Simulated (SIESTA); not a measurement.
The system is WS2.

```xyz
3
Lattice="1.5790 0.9116 6.1633 -1.5790 0.9116 6.1633 0.0000 -1.8233 6.1633" Properties=species:S:1:pos:R:3 pbc="T T T"
W     0.0000    0.0000    0.0000
S     0.0000    0.0000   10.7427
S     0.0000    0.0000   13.8730
```

Measurements of this composition are mostly on another form, of space group No. 194.

Base run:

```yaml
Program: SIESTA 5.4.2
Functional: PBEsol
Potentials_or_basis: PseudoDojo 0.4 standard (PBEsol files)
Basis: DZP (energy shift 0.003 Ry; two zetas on semicore shells)
Grid_cutoff: 800 Ry
Energy_shift: 0.003 Ry
k_mesh: 10 × 10 × 10
Occupations: fermi-dirac, width 0.05 eV
Spin: no spin polarisation
```

Its results: band gap on the k mesh 1.09 eV, indirect (least direct gap 2.29 eV); pressure 2.5 GPa; largest force 0.712 eV/Å.

Problem. The run is repeated on the same cell with these changes: functional from PBEsol to LDA; potentials or basis from PseudoDojo 0.4 standard (PBEsol files) to PseudoDojo 0.4 standard (LDA files). What comes out?

Solution. Band gap on the k mesh 1.06 eV, indirect (least direct gap 2.28 eV); pressure -0.9 GPa; largest force 0.614 eV/Å.

Caveats: short orbitals over semicore shells can move pressures by several GPa; spin-orbit coupling is left out, which moves the levels of the heavy elements; the basis of atomic orbitals isn't converged, which shifts pressures, moduli and gaps.

A k mesh can miss the band edges.
